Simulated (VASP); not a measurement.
A run of VASP 6.6.1 is set up as follows.

Contents of INCAR:

```
  ALGO = Normal
  EDIFF = 1E-6
  EDIFFG = -0.01
  ENCUT = 600
  GGA = CA
  IBRION = 2
  ISIF = 3
  ISMEAR = 0
  LASPH = T
  LCHARG = F
  LREAL = F
  LWAVE = F
  NELM = 80
  NSW = 90
  PREC = Accurate
  SIGMA = 0.03
```

Contents of KPOINTS:

```
k-points
0
Gamma
  10 10 10
```

POSCAR

```
AlAs
1.0
    0.0000000000      2.8304000000      2.8304000000
    2.8304000000      0.0000000000      2.8304000000
    2.8304000000      2.8304000000      0.0000000000
Al As
1 1
Direct
    0.0000000000      0.0000000000      0.0000000000
    0.2500000000      0.2500000000      0.2500000000
```

Potentials or basis: VASP PAW LDA potentials, release 64 (Al, As).

Launch:

```console
$ cat potpaw_LDA.64/Al/POTCAR potpaw_LDA.64/As/POTCAR > POTCAR
$ mpirun -np 1 vasp_std > vasp.out
```

Problem. Predict the space group after relaxing (to 0.05 Å).

Solution. F-43m (No. 216).

Problem. Estimate the band gap on the k mesh.

Solution. 1.32 eV, indirect (least direct gap 1.98 eV).

Problem. Estimate the relaxed cell.

Solution. a = 3.987 Å, b = 3.987 Å, c = 3.987 Å, α = 60.00°, β = 60.00°, γ = 60.00°.

Problem. What does it give for the relaxed volume?

Solution. 22.40 Å³/atom.

Final structure:
```
CELL_PARAMETERS angstrom
0.00000 2.81890 2.81890
2.81890 0.00000 2.81890
2.81890 2.81890 0.00000
ATOMIC_POSITIONS crystal
Al 0.00000 0.00000 0.00000
As 0.25000 0.25000 0.25000
```

A k mesh can miss the band edges. Zero-point motion and thermal expansion aren't in these numbers.
